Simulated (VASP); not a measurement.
**SiC (Moissanite): how numerical settings change the zone-centre modes**

Aim: test the modes of SiC (Moissanite) against the numerical settings. The starting structure is a measured crystal structure from the Crystallography Open Database.

Method: Kohn-Sham DFT with plane waves and PAW; LDA, in VASP 6.6.1.

### 1. Starting point

The structure is hexagonal, space group P6_3mc (No. 186). Conventional cell: a = 3.081 Å, b = 3.081 Å, c = 15.125 Å, α = 90.00°, β = 90.00°, γ = 120.00°. Nearest to Si lie 4 C at 1.89 Å. Si has 4 C at 1.89 Å nearest. Si has 4 C at 1.88 to 1.90 Å nearest. Nearest to C lie 4 Si at 1.89 to 1.90 Å. Nearest to C lie 4 Si at 1.89 Å. Nearest to C lie 4 Si at 1.88 to 1.89 Å. Farther neighbours are not listed.

Coordinates:

```cif
data_structure
_symmetry_space_group_name_H-M 'P 1'
_symmetry_Int_Tables_number 1
_cell_length_a 3.0810
_cell_length_b 3.0810
_cell_length_c 15.1248
_cell_angle_alpha 90.000
_cell_angle_beta 90.000
_cell_angle_gamma 120.000
_cell_volume 124.34
loop_
_atom_site_label
_atom_site_type_symbol
_atom_site_fract_x
_atom_site_fract_y
_atom_site_fract_z
_atom_site_occupancy
Si1 Si 0.33333 0.66667 0.83290 1
Si2 Si 0.66667 0.33333 0.33290 1
Si3 Si 0.66667 0.33333 0.66640 1
Si4 Si 0.33333 0.66667 0.16640 1
Si5 Si 0.00000 0.00000 0.50000 1
Si6 Si 0.00000 0.00000 0.00000 1
C7 C 0.00000 0.00000 0.87460 1
C8 C 0.00000 0.00000 0.37460 1
C9 C 0.33333 0.66667 0.70800 1
C10 C 0.66667 0.33333 0.20800 1
C11 C 0.66667 0.33333 0.54120 1
C12 C 0.33333 0.66667 0.04120 1
```

### 2. Reference modes

The cell comes from a relaxation at this level, not shown (121.87 Å³).

File INCAR:

```
SYSTEM = SiC
PREC = Accurate
ENCUT = 520
EDIFF = 1E-08
NELM = 100
ISMEAR = 0
SIGMA = 0.03
LREAL = .FALSE.
ALGO = Normal
GGA = CA
NBANDS = 36
LORBIT = 11
LWAVE = .FALSE.
LCHARG = .FALSE.
KPAR = 16
IBRION = 6
NFREE = 2
POTIM = 0.015
NSW = 1
ISIF = 2
```

File POSCAR:

```
SiC
1.0
    3.0610042824      0.0000000000      0.0000000000
   -1.5305021412      2.6509074697      0.0000000000
    0.0000000000      0.0000000000     15.0194426681
Si C
6 6
Direct
    0.3333333333      0.6666666667      0.8329886054
    0.6666666667      0.3333333333      0.3329886054
    0.6666666667      0.3333333333      0.6665012699
    0.3333333333      0.6666666667      0.1665012699
    0.0000000000      0.0000000000      0.4997280722
    0.0000000000      0.0000000000      0.9997280722
    0.0000000000      0.0000000000      0.8743687602
    0.0000000000      0.0000000000      0.3743687602
    0.3333333333      0.6666666667      0.7079996376
    0.6666666667      0.3333333333      0.2079996376
    0.6666666667      0.3333333333      0.5415136547
    0.3333333333      0.6666666667      0.0415136547
```

File KPOINTS:

```
Automatic mesh
0
Gamma
9 9 2
0 0 0
```

The projector-augmented-wave data sets are Si and C (LDA family, release 64).

Launch:

```sh
> mpirun -np 16 vasp_std
```

The program printed:

```text
[banner, memory and clock lines left out]
running   16 mpi-ranks, on    1 nodes
 distrk:  each k-point on    1 cores,   16 groups
 distr:  one band on    1 cores,    1 groups

 POSCAR found type information on POSCAR SiC
 POSCAR found :  2 types and      12 ions
|                                                                             |
|           W    W    AA    RRRRR   N    N  II  N    N   GGGG   !!!           |
|           W    W   A  A   R    R  NN   N  II  NN   N  G    G  !!!           |
|           W    W  A    A  R    R  N N  N  II  N N  N  G       !!!           |
|           W WW W  AAAAAA  RRRRR   N  N N  II  N  N N  G  GGG   !            |
|           WW  WW  A    A  R   R   N   NN  II  N   NN  G    G                |
|           W    W  A    A  R    R  N    N  II  N    N   GGGG   !!!           |
|                                                                             |
|     For optimal performance we recommend to set                             |
|       NCORE = 2 up to number-of-cores-per-socket                            |
|     NCORE specifies how many cores store one orbital (NPAR=cpu/NCORE).      |
|     This setting can greatly improve the performance of VASP for DFT.       |
|     The default, NCORE=1 might be grossly inefficient on modern             |
|     multi-core architectures or massively parallel machines. Do your        |
|     Unfortunately you need to use the default for GW and RPA                |
|     calculations (for HF NCORE is supported but not extensively tested      |
|     yet).                                                                   |
|                                                                             |

 LDA part: xc-table for (Slater(with rela. corr.)+CA(PZ))
 , standard interpolation
 POSCAR, INCAR and KPOINTS ok, starting setup
 FFT: planning ... GRIDC
 FFT: planning ... GRID_SOFT
 FFT: planning ... GRID
 WAVECAR not read
 entering main loop
       N       E                     dE             d eps       ncg     rms          rms(c)
DAV:   1     0.114217684600E+03    0.11422E+03   -0.21835E+04  1728   0.119E+03
DAV:   2    -0.100606742404E+03   -0.21482E+03   -0.20064E+03  2252   0.212E+02
DAV:   3    -0.112232465888E+03   -0.11626E+02   -0.11543E+02  2284   0.468E+01
DAV:   4    -0.112411694043E+03   -0.17923E+00   -0.17882E+00  2240   0.675E+00
DAV:   5    -0.112415539766E+03   -0.38457E-02   -0.38425E-02  2216   0.937E-01    0.227E+01
DAV:   6    -0.100380811150E+03    0.12035E+02   -0.35688E+01  2128   0.220E+01    0.104E+01
DAV:   7    -0.999894751303E+02    0.39134E+00   -0.34785E+00  2296   0.716E+00    0.410E+00
DAV:   8    -0.998861973008E+02    0.10328E+00   -0.23022E-01  2104   0.189E+00    0.144E+00
DAV:   9    -0.998680650095E+02    0.18132E-01   -0.32980E-02  2144   0.800E-01    0.176E-01
DAV:  10    -0.998682091619E+02   -0.14415E-03   -0.16404E-03  2132   0.188E-01    0.954E-02
DAV:  11    -0.998682254074E+02   -0.16246E-04   -0.62735E-05  2192   0.423E-02    0.269E-02
DAV:  12    -0.998682157022E+02    0.97052E-05   -0.19337E-05  2120   0.188E-02    0.135E-02
DAV:  13    -0.998682148442E+02    0.85800E-06   -0.45622E-06  2168   0.855E-03    0.234E-03
DAV:  14    -0.998682148422E+02    0.19600E-08   -0.39513E-07  2228   0.335E-03    0.215E-03
DAV:  15    -0.998682148444E+02   -0.21591E-08   -0.15801E-07  2128   0.169E-03    0.898E-04
DAV:  16    -0.998682148545E+02   -0.10158E-07   -0.63703E-09  1240   0.397E-04    0.552E-04
DAV:  17    -0.998682148576E+02   -0.30323E-08   -0.16112E-09  1248   0.191E-04
   1 F= -.99868215E+02 E0= -.99868215E+02  d E =-.139850E-22
[... from here on, the cycles between the ionic steps are left out ...]
   2 F= -.99865918E+02 E0= -.99865918E+02  d E =-.111350E-20
   3 F= -.99865918E+02 E0= -.99865918E+02  d E =-.111398E-20
   4 F= -.99864657E+02 E0= -.99864657E+02  d E =-.139936E-23
   5 F= -.99864574E+02 E0= -.99864574E+02  d E =-.266490E-22
   6 F= -.99865930E+02 E0= -.99865930E+02  d E =-.102725E-21
   7 F= -.99865930E+02 E0= -.99865930E+02  d E =-.102716E-21
   8 F= -.99864617E+02 E0= -.99864617E+02  d E =-.659469E-23
   9 F= -.99864517E+02 E0= -.99864517E+02  d E =-.221631E-22
  10 F= -.99865940E+02 E0= -.99865940E+02  d E =-.455382E-21
  11 F= -.99865940E+02 E0= -.99865940E+02  d E =-.455336E-21
  12 F= -.99864689E+02 E0= -.99864689E+02  d E =-.245121E-23
  13 F= -.99864602E+02 E0= -.99864602E+02  d E =-.675949E-22
  14 F= -.99865969E+02 E0= -.99865969E+02  d E =-.117140E-21
  15 F= -.99865969E+02 E0= -.99865969E+02  d E =-.117054E-21
  16 F= -.99865016E+02 E0= -.99865016E+02  d E =-.166667E-21
  17 F= -.99865102E+02 E0= -.99865102E+02  d E =-.373128E-24
  18 F= -.99865937E+02 E0= -.99865937E+02  d E =-.571289E-21
  19 F= -.99865937E+02 E0= -.99865937E+02  d E =-.571294E-21
  20 F= -.99864982E+02 E0= -.99864982E+02  d E =-.202729E-21
  21 F= -.99865069E+02 E0= -.99865069E+02  d E =-.107667E-11
  22 F= -.99865968E+02 E0= -.99865968E+02  d E =-.256524E-21
  23 F= -.99865968E+02 E0= -.99865968E+02  d E =-.256350E-21
  24 F= -.99864954E+02 E0= -.99864954E+02  d E =-.106937E-10
 Finite differences progress:
  Degree of freedom:  12/ 12
  Displacement:        1/  2
  Total:              23/ 24
 bond charge predicted
       N       E                     dE             d eps       ncg     rms          rms(c)
DAV:   1    -0.998695377602E+02   -0.45834E-02   -0.21471E+00  1756   0.733E+00    0.431E-01
DAV:   2    -0.998657766136E+02    0.37611E-02   -0.19730E-02  2240   0.913E-01    0.158E-01
DAV:   3    -0.998649743895E+02    0.80222E-03   -0.36111E-03  2256   0.428E-01    0.630E-02
DAV:   4    -0.998650691109E+02   -0.94721E-04   -0.17417E-03  2148   0.196E-01    0.531E-02
DAV:   5    -0.998650595755E+02    0.95354E-05   -0.47564E-05  2240   0.363E-02    0.314E-02
DAV:   6    -0.998650545326E+02    0.50429E-05   -0.27605E-05  2164   0.243E-02    0.896E-03
DAV:   7    -0.998650536239E+02    0.90870E-06   -0.28810E-06  2280   0.972E-03    0.347E-03
DAV:   8    -0.998650535209E+02    0.10308E-06   -0.15309E-06  2120   0.504E-03    0.161E-03
DAV:   9    -0.998650535124E+02    0.84583E-08   -0.64658E-08  2272   0.175E-03
  25 F= -.99865054E+02 E0= -.99865054E+02  d E =-.171927E-20
 Finite differences progress:
  Degree of freedom:  12/ 12
  Displacement:        2/  2
  Total:              24/ 24
```

It took 7.4 min on 16 MPI ranks of Intel Xeon Platinum 8175M at 2.50GHz (Skylake/Cascade Lake), shared host; peak memory 9.6 GiB.

The logs omit lines about the potential files and the build; timing stands in the text.

(Continued in part 2 of 3.)

[Lines on the potential files, build, host, timing and source positions are cut from VASP's logs without a mark.]

[Logs are printed without paths, hosts, clocks, repeated set-up lines and the standing remarks that a program may print on its own settings, such as how far it seeks lower states.]

[Hosts, paths, dates, database ids (printed as entryN), source tags and the programs' standing remarks are cut or masked in the printed files.]
